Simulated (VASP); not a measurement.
**Mo: single point with PBE**

Mo, a slab with vacuum:

```
Mo
1.0
    -2.70323    0.00000    0.00000
    -1.35983    2.34070    0.00000
     0.00000    0.00000  -28.66124
Mo
9
Direct
  0.76897 0.88740 0.96579
  0.48679 0.46428 0.88444
  0.15137 0.16369 0.80571
  0.81178 0.86796 0.72780
  0.44843 0.58478 0.65034
  0.17057 0.09030 0.57237
  0.78844 0.81021 0.49233
  0.53093 0.48273 0.41733
  0.13215 0.22208 0.33858
```

The cell was built by a generator and needn't be a form met in nature.

```yaml
Program: VASP 6.6.1
Task: single point
Functional: PBE
Potentials_or_basis: VASP PAW PBE potentials, release 64 (Mo_sv)
Cutoff: 520 eV
k_mesh: 6 × 6 × 1
Occupations: methfessel-paxton, width 0.15 eV
Spin: no spin polarisation
```

```yaml
Largest_force: 1.160 eV/Å
Band_gap_on_the_k_mesh: none (metal or under the smearing width)
```

Forces in eV/Å, atoms in the order of the input:
```
Mo  -0.001  0.119 -0.582
Mo   0.050 -0.158 -0.817
Mo  -0.038 -0.024 -0.115
Mo  -0.042  0.061 -0.275
Mo   0.003 -0.044  0.235
Mo   0.083  0.069  0.455
Mo  -0.052 -0.045 -1.011
Mo  -0.050 -0.045  1.158
Mo   0.046  0.067  0.950
```

Levels at points of the mesh, in eV from the Fermi level:
```tsv
k point	band 60	band 61	band 62	band 63	band 64	band 65
(0.00, 0.00, 0.00)	-0.69	-0.67	-0.61	-0.60	-0.51	-0.50
(0.50, 0.00, 0.00)	0.36	0.52	0.70	1.29	1.34	1.56
(0.00, 0.50, 0.00)	0.24	0.55	0.61	1.14	1.32	1.67
(0.50, 0.50, 0.00)	0.24	0.47	0.78	1.20	1.48	1.59
```

Run time: 6.7 min on 1 thread of Intel(R) Xeon(R) 6975P-C (Granite Rapids), with other jobs on the host, peak memory 0.39 GiB.

Caveat: the k mesh is coarse (spacing up to 0.45 Å⁻¹), so the values aren't converged.
